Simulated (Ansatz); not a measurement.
A run of Ansatz 0.2.0:

Contents of input.yaml:

```yaml
crystal:
  lattice:
    - [3.223, 0.0, 0.0]
    - [-1.6115, 2.7911998764, 0.0]
    - [0.0, 0.0, 3.191]
  atoms:
    - { symbol: Mo, position: [0.0, 0.0, 0.0] }
    - { symbol: P, position: [0.3333333333, 0.6666666667, 0.5] }
kpoints:
  mp_grid: { grid: [7, 7, 6] }
  band_path:
    path:
      - [0.0, 0.0, 0.0]
      - [0.5, 0.0, 0.0]
      - [0.3333333333, 0.3333333333, 0.0]
      - [0.0, 0.0, 0.0]
      - [0.0, 0.0, 0.5]
      - [0.5, 0.0, 0.5]
      - [0.3333333333, 0.3333333333, 0.5]
      - [0.0, 0.0, 0.5]
    npoints: 12
scf:
  occupations: { method: fermi_dirac, width: 0.05 }
hamiltonian:
  xc: pbesol
  pseudopotentials: { kind: all_electron, lapw: { basis_error: 0.001 } }
magnetization:
  noncollinear: true
  spin_orbit: true
output:
  forces: true
  stress: true
  eigenvalues: true
```

Potentials or basis: all-electron LAPW, relativistic spinors.

The run is started by

```sh
$ ansatz run input.yaml --threads 1 --pin off --max-ram 3072MiB --backend cpu --events-out ev --progress --plain --runs-dir out
```

Hardware: 1 thread of Intel(R) Xeon(R) Platinum 8375C CPU @ 2.90GHz (Ice Lake), with other jobs on the host.

Question: Estimate the wall time of this run.

Answer: Wall time 83 s on 1 thread of Intel(R) Xeon(R) Platinum 8375C CPU @ 2.90GHz (Ice Lake) (shared host), peak memory 0.47 GiB. Counts: scf iterations 7, plane waves 255, k points 32, bands 52.
